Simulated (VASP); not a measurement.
# BN (Qingsongite) (F-43m) in VASP: notebook

BN (Qingsongite) is run at these levels: r2SCAN; tasks: single point.

Program: VASP 6.6.1. These are calculated values, not measurements. Logs are shortened: lines on timing, memory, paths and dates and some standing lists are left out, and cuts for length are marked.

**The experiment to reproduce.**

A printed reference work, monograph reports, for a bulk crystal of BN at 300 K: band gap 6.4 eV (indirect).

The results are compared with them further down.

### 1 The cell of the first run

It takes space group F-43m (No. 216, cubic). The conventional cell has a = 3.615 Å, b = 3.615 Å, c = 3.615 Å, α = 90.00°, β = 90.00°, γ = 90.00°. Within 2.1 Å of B (site symmetry -43m) lie 4 N at 1.57 Å. N (site symmetry -43m) has 4 B at 1.57 Å within 2.1 Å.

### 2 Single point, r2SCAN

Input file POSCAR:

```
BN
1.0
    0.0000000000      1.8075000000      1.8075000000
    1.8075000000      0.0000000000      1.8075000000
    1.8075000000      1.8075000000      0.0000000000
B N
1 1
Direct
    0.0000000000      0.0000000000      0.0000000000
    0.2500000000      0.2500000000      0.2500000000
```

Input file INCAR.step1:

```
SYSTEM = BN
PREC = Accurate
ENCUT = 520
ISMEAR = 0
SIGMA = 0.01
LREAL = .False.
LASPH = .True.
NELM = 60
NBANDS = 11
GGA = PE
ALGO = Normal
EDIFF = 1E-4
LWAVE = .True.
LCHARG = .False.
```

Input file INCAR.step2:

```
SYSTEM = BN
PREC = Accurate
ENCUT = 520
EDIFF = 1E-6
ISMEAR = 0
SIGMA = 0.01
LREAL = .False.
LASPH = .True.
NELM = 60
ALGO = Normal
ISIF = 2
LWAVE = .False.
LCHARG = .False.
METAGGA = R2SCAN
LMIXTAU = .True.
NBANDS = 11
ISTART = 1
```

Input file KPOINTS:

```
regular mesh
0
Gamma
  8 8 8
  0 0 0
```

Potentials or basis: VASP PAW PBE potentials, release 64 (B, N).

The run is started by

```
cat potpaw_PBE.64/B/POTCAR potpaw_PBE.64/N/POTCAR > POTCAR
cp INCAR.step1 INCAR
mpirun -np 1 vasp_std > vasp.out
cp INCAR.step2 INCAR
mpirun -np 1 vasp_std > vasp.out
```

OUTCAR:

```text
SYSTEM = BN
   PREC = Accurate
   ENCUT = 520
   EDIFF = 1E-6
   ISMEAR = 0
   LREAL = .False.
   LASPH = .True.
   NELM = 60
   ISIF = 2
   METAGGA = R2SCAN
   ISTART = 1

 ion  position               nearest neighbor table
   1  0.000  0.000  0.000-   2 1.57   2 1.57   2 1.57   2 1.57
   2  0.250  0.250  0.250-   1 1.57   1 1.57   1 1.57   1 1.57

  LATTYP: Found a face centered cubic cell.
 ALAT       =     3.6150000000

  Lattice vectors:

 A1 = (   0.0000000000,   1.8075000000,   1.8075000000)
 A2 = (   1.8075000000,   0.0000000000,   1.8075000000)
 A3 = (   1.8075000000,   1.8075000000,   0.0000000000)

Analysis of symmetry for initial positions (statically):
=====================================================================
 Subroutine PRICEL returns:
 Original cell was already a primitive cell.

 Routine SETGRP: Setting up the symmetry group for a
 face centered cubic supercell.

 Subroutine GETGRP returns: Found 24 space group operations
 (whereof 24 operations were pure point group operations)
 out of a pool of 48 trial point group operations.

The static configuration has the point symmetry T_d .

Analysis of symmetry for dynamics (positions and initial velocities):
=====================================================================
 Subroutine PRICEL returns:
 Original cell was already a primitive cell.

 Routine SETGRP: Setting up the symmetry group for a
 face centered cubic supercell.

 Subroutine GETGRP returns: Found 24 space group operations
 (whereof 24 operations were pure point group operations)
 out of a pool of 48 trial point group operations.

The dynamic configuration has the point symmetry T_d .

 Subroutine INISYM returns: Found 24 space group operations
 (whereof 24 operations are pure point group operations),
 and found     1 'primitive' translations

----------------------------------------------------------------------------------------

                                     Primitive cell

  volume of cell :      11.8104

  direct lattice vectors                    reciprocal lattice vectors
     0.000000000  1.807500000  1.807500000    -0.276625173  0.276625173  0.276625173
     1.807500000  0.000000000  1.807500000     0.276625173 -0.276625173  0.276625173
     1.807500000  1.807500000  0.000000000     0.276625173  0.276625173 -0.276625173

  length of vectors
     2.556191014  2.556191014  2.556191014     0.479128854  0.479128854  0.479128854

  position of ions in fractional coordinates (direct lattice)
     0.000000000  0.000000000  0.000000000
     0.250000000  0.250000000  0.250000000

  ion indices of the primitive-cell ions
   primitive index   ion index
                 1           1
                 2           2

----------------------------------------------------------------------------------------

 KPOINTS: regular mesh

Automatic generation of k-mesh.
 Grid dimensions read from file:
 generate k-points for:    8    8    8

 Generating k-lattice:

  Cartesian coordinates                     Fractional coordinates (reciprocal lattice)
    -0.034578147  0.034578147  0.034578147     0.125000000  0.000000000  0.000000000
     0.034578147 -0.034578147  0.034578147     0.000000000  0.125000000  0.000000000
     0.034578147  0.034578147 -0.034578147     0.000000000  0.000000000  0.125000000

  Length of vectors
     0.059891107  0.059891107  0.059891107

  Shift w.r.t. Gamma in fractional coordinates (k-lattice)
     0.000000000  0.000000000  0.000000000

 Subroutine IBZKPT returns following result:
 ===========================================

 Found     29 irreducible k-points:

 Following reciprocal coordinates:
            Coordinates               Weight
  0.000000  0.000000  0.000000      1.000000
  0.125000  0.000000  0.000000      8.000000
  0.250000  0.000000  0.000000      8.000000
  0.375000  0.000000  0.000000      8.000000
  0.500000  0.000000  0.000000      4.000000
  0.125000  0.125000  0.000000      6.000000
[... 16 lines left out ...]
  0.500000  0.250000  0.125000     48.000000
 -0.375000  0.250000  0.125000     24.000000
 [... further k-points ...]
   k-points           NKPTS =     29   k-points in BZ     NKDIM =     29   number of bands    NBANDS=     11
   number of dos      NEDOS =    301   number of ions     NIONS =      2
   total plane-waves  NPLWV =   8000
   dimension x,y,z NGX =    20 NGY =   20 NGZ =   20
   dimension x,y,z NGXF=    40 NGYF=   40 NGZF=   40
   ions per type =               1   1
   NGX,Y,Z   is equivalent  to a cutoff of  13.01, 13.01, 13.01 a.u.
   NGXF,Y,Z  is equivalent  to a cutoff of  26.01, 26.01, 26.01 a.u.
 SYSTEM =  BN
   PREC   = accura    normal or accurate (medium, high low for compatibility)
   ISTART =      1    job   : 0-new  1-cont  2-samecut
   ICHARG =      0    charge: 1-file 2-atom 10-const
   ISPIN  =      1    spin polarized calculation?
   LNONCOLLINEAR =      F non collinear calculations
   LSORBIT =      F    spin-orbit coupling
   LASPH  =      T    aspherical Exc in radial PAW
   ENCUT  =  520.0 eV  38.22 Ry    6.18 a.u.   4.75  4.75  4.75*2*pi/ulx,y,z
   NELM   =     60;   NELMIN=  2; NELMDL=  0     # of ELM steps
   EDIFF  = 0.1E-05   stopping-criterion for ELM
   LREAL  =      F    real-space projection
   EDIFFG = 0.1E-04   stopping-criterion for IOM
   NSW    =      0    number of steps for IOM
   IBRION =     -1    ionic relax: 0-MD 1-quasi-New 2-CG
   NFREE  =      0    steps in history (QN), initial steepest desc. (CG)
   ISIF   =      2    stress and relaxation
   ISYM   =      2    0-nonsym 1-usesym 2-fastsym
   POTIM  = 0.5000    time-step for ionic-motion
   TEBEG  =    0.0;   TEEND  =   0.0 temperature during run
   PSTRESS=    0.0 pullay stress
   NELECT =       8.0000    total number of electrons
   NUPDOWN=      -1.0000    fix difference up-down
   EMIN   =  10.00;   EMAX   =-10.00  energy-range for DOS
   EFERMI =   0.00;   METHOD = LEGACY
   ISMEAR =     0;   SIGMA  =   0.01  broadening in eV -4-tet -1-fermi 0-gaus
   EFERMI_NEDOS =   21; number of points for ismear=-14 and -15
   IALGO  =     38    algorithm
   IMIX   =      4    mixing-type and parameters
     AMIX     =   0.40;   BMIX     =  1.00
     AMIX_MAG =   1.60;   BMIX_MAG =  1.00
  volume/ion in A,a.u.               =       5.91        39.85
  Fermi-wavevector in a.u.,A,eV,Ry     =   1.437749  2.716952 28.124920  2.067123
  Thomas-Fermi vector in A             =   2.556793
   LORBIT       =      0    0 simple, 1 ext, 2 COOP (PROOUT), +10 PAW based schemes
   METAGGA = R2SCAN    functional components
   LHFCALC =     F    Hartree Fock is set to
   AEXX    =    0.0000 exact exchange contribution
   IVDW    =     0    specifies the selected vdW correction
   LEPSILON=     F    determine dielectric tensor
   LRPA    =     F    only Hartree local field effects (RPA)
 non-spin polarized calculation
 Gauss-broadening in eV      SIGMA  =   0.01
  energy-cutoff  :      520.00
  volume of cell :       11.81
 maximum number of plane-waves:       332
   NGX =  9   NGY =  9   NGZ =  9

 number of electron       7.9999999 magnetization

 Free energy of the ion-electron system (eV)
  ---------------------------------------------------
  ext. energy  EPLUGINS =         0.00000000
  ---------------------------------------------------
  free energy    TOTEN  =       -19.17154284 eV

  energy without entropy =      -19.17154284  energy(sigma->0) =      -19.17154284

 E-fermi :   7.2964     XC(G=0): -13.6462

 val. band max:        7.2426885218   @ k =   0.0000   0.0000   0.0000
 cond. band min:      12.2186799501   @ k =   0.5000   0.5000   0.0000
 fundamental gap:      4.9759914283
 Fermi energy:         7.2963794144

 k-point     1 :       0.0000    0.0000    0.0000
  band No.  band energies     occupation
      1     -14.0486      2.00000
      2       7.2427      2.00000
      3       7.2427      2.00000
      4       7.2427      2.00000
      5      16.7688      0.00000
      6      16.7688      0.00000
      7      16.7688      0.00000
      8      18.3048      0.00000
      9      33.3748      0.00000
     10      35.9858      0.00000
     11      35.9858      0.00000

 k-point     2 :       0.1250    0.0000    0.0000
  band No.  band energies     occupation
      1     -13.6564      2.00000
      2       5.2835      2.00000
      3       6.8504      2.00000
      4       6.8504      2.00000
      5      17.1492      0.00000
      6      17.3681      0.00000
      7      17.3681      0.00000
      8      19.5608      0.00000
      9      32.9256      0.00000
     10      32.9352      0.00000
     11      32.9352      0.00000

 k-point     3 :       0.2500    0.0000    0.0000
  band No.  band energies     occupation
      1     -12.5214      2.00000
      2       1.5236      2.00000
      3       6.0751      2.00000
      4       6.0751      2.00000
      5      17.5785      0.00000
      6      18.3596      0.00000
      7      18.3596      0.00000
      8      21.7813      0.00000
      9      31.8757      0.00000
     10      31.8757      0.00000
     11      32.0355      0.00000

 k-point     4 :       0.3750    0.0000    0.0000
  band No.  band energies     occupation
      1     -10.8623      2.00000
      2      -2.0522      2.00000
      3       5.4541      2.00000
      4       5.4541      2.00000
      5      17.9070      0.00000
      6      18.7191      0.00000
      7      18.7191      0.00000
      8      23.2056      0.00000
      9      31.8546      0.00000
     10      33.5716      0.00000
     11      33.5716      0.00000
[... 239 lines left out ...]
 k-point    22 :       0.3750    0.2500    0.1250
  band No.  band energies     occupation
      1     -11.5559      2.00000
      2       1.2706      2.00000
      3       3.1517      2.00000
      4       5.1418      2.00000
      5      16.5076      0.00000
      6      19.9494      0.00000
      7      20.6690      0.00000
      8      21.5155      0.00000
      9      27.8599      0.00000
     10      34.2880      0.00000
     11      36.0082      0.00000

 k-point    23 :       0.5000    0.2500    0.1250
  band No.  band energies     occupation
      1     -10.0115      2.00000
      2      -1.3241      2.00000
      3       2.2889      2.00000
      4       4.1861      2.00000
      5      17.3526      0.00000
      6      19.4124      0.00000
      7      21.8750      0.00000
      8      22.9132      0.00000
      9      28.5896      0.00000
     10      33.8043      0.00000
     11      36.2356      0.00000

 k-point    24 :      -0.3750    0.2500    0.1250
  band No.  band energies     occupation
      1      -9.0308      2.00000
      2      -2.8119      2.00000
      3       2.2035      2.00000
      4       3.6699      2.00000
      5      17.5601      0.00000
      6      19.1843      0.00000
      7      22.5872      0.00000
      8      24.1386      0.00000
      9      27.8862      0.00000
     10      34.5323      0.00000
     11      36.1940      0.00000

 [... further k-points ...]
[... 5 lines left out ...]
  --------------------------------------------------------------------------------------
  -------------------------------------------------------------------------------------
  Total       -0.0440006     -0.0440006     -0.0440006      0.0000000     -0.0000000     -0.0000000
  in kB       -5.9690419     -5.9690419     -5.9690419      0.0000000     -0.0000000     -0.0000000
  external PRESSURE =      -5.9690419 kB  Pullay stress =       0.0000000 kB

 VOLUME and BASIS-vectors are now :
 -----------------------------------------------------------------------------
  energy-cutoff  :      520.00
  volume of cell :       11.81
      direct lattice vectors                 reciprocal lattice vectors
     0.000000000  1.807500000  1.807500000    -0.276625173  0.276625173  0.276625173
     1.807500000  0.000000000  1.807500000     0.276625173 -0.276625173  0.276625173
     1.807500000  1.807500000  0.000000000     0.276625173  0.276625173 -0.276625173

 POSITION                                       TOTAL-FORCE (eV/Angst)
 -----------------------------------------------------------------------------------
      0.00000      0.00000      0.00000        -0.000000     -0.000000     -0.000000
      0.90375      0.90375      0.90375         0.000000      0.000000      0.000000
 -----------------------------------------------------------------------------------
    total drift:                                0.000000      0.000000      0.000000

  FREE ENERGIE OF THE ION-ELECTRON SYSTEM (eV)
  ---------------------------------------------------
  free  energy   TOTEN  =       -19.1715428441 eV

  energy  without entropy=      -19.1715428441  energy(sigma->0) =      -19.17154284
```

Wall time 9.6 s (1 thread of Intel Xeon 6975P-C (Granite Rapids), shared host); peak memory 0.12 GiB.

What came out:

```yaml
Free_energy: -19.1715 eV
Pressure: -0.6 GPa
Band_gap_on_the_k_mesh: 4.98 eV, indirect (least direct gap 9.53 eV)
```

Levels at points of the mesh, in eV from the valence-band top:
| k point | band 1 | band 2 | band 3 | band 4 | band 5 | band 6 | band 7 | band 8 | band 9 |
| --- | --- | --- | --- | --- | --- | --- | --- | --- | --- |
| (0.00, 0.00, 0.00) | -21.29 | 0.00 | 0.00 | 0.00 | 9.53 | 9.53 | 9.53 | 11.06 | 26.13 |
| (0.50, 0.00, 0.00) | -17.00 | -11.08 | -2.02 | -2.02 | 10.79 | 11.47 | 11.47 | 16.40 | 24.88 |
| (0.50, 0.50, 0.00) | -15.58 | -9.32 | -5.10 | -5.10 | 4.98 | 9.81 | 19.26 | 19.26 | 22.19 |

Caveat: the PAW data sets were made with another functional, which shifts forces and pressure a little.

### 3 Single point, r2SCAN

POSCAR is that of step 2.

Input file INCAR.step1:

```
SYSTEM = BN
PREC = Accurate
ENCUT = 910
ISMEAR = 0
SIGMA = 0.01
LREAL = .False.
LASPH = .True.
NELM = 120
NBANDS = 11
GGA = PE
ALGO = Normal
EDIFF = 1E-5
LWAVE = .True.
LCHARG = .False.
GGA_COMPAT = .False.
```

Edit INCAR.step2 of step 2 so:

```diff
@@ -2,3 +2,3 @@
 PREC = Accurate
-ENCUT = 520
+ENCUT = 910
 EDIFF = 1E-6
@@ -8,3 +8,3 @@
 LASPH = .True.
-NELM = 60
+NELM = 120
 ALGO = Normal
@@ -17 +17,2 @@
 ISTART = 1
+GGA_COMPAT = .False.
```

KPOINTS is that of step 2.

Potentials or basis: VASP PAW PBE potentials, release 64 (B_h, N_h).

The run is started by

```
cat potpaw_PBE.64/B_h/POTCAR potpaw_PBE.64/N_h/POTCAR > POTCAR
cp INCAR.step1 INCAR
mpirun -np 1 vasp_std > vasp.out
cp INCAR.step2 INCAR
mpirun -np 1 vasp_std > vasp.out
```

Run time: 32 s. Hardware: 1 thread of Intel Xeon Platinum 8488C (Sapphire Rapids), shared host; peak memory 0.15 GiB.

It converged, with:

```yaml
Free_energy: -19.1992 eV
Pressure: -2.3 GPa
Band_gap_on_the_k_mesh: 4.99 eV, indirect (least direct gap 9.55 eV)
```

Levels at points of the mesh, in eV from the valence-band top:
```
           k point  band 1  band 2  band 3  band 4  band 5  band 6  band 7  band 8  band 9
(0.00, 0.00, 0.00)  -21.28    0.00    0.00    0.00    9.55    9.55    9.55   11.06   26.14
(0.50, 0.00, 0.00)  -16.99  -11.07   -2.01   -2.01   10.78   11.49   11.49   16.41   24.89
(0.50, 0.50, 0.00)  -15.57   -9.31   -5.09   -5.09    4.99    9.82   19.28   19.28   22.20
```

Caveat: the cutoff is under 1.25 times the usual one of these potentials, so pressure, stress and relaxed cells hold a basis-set (Pulay) error; the PAW data sets were made with another functional, which shifts forces and pressure a little.

### 4 How close it comes

Step 2. A measured gap of BN is 6.4 eV (indirect; 300 K; a printed reference work, monograph); the calculated 4.98 eV misses it by -1.42 eV. The value is that of r2SCAN on a finite k mesh, which can miss the band edges, without temperature or zero-point motion.

Step 3. Measured gap of BN: 6.4 eV (indirect; 300 K; a printed reference work, monograph). This calculation gives 4.99 eV (-1.41 eV). The value is that of r2SCAN on a finite k mesh, which can miss the band edges, without temperature or zero-point motion.
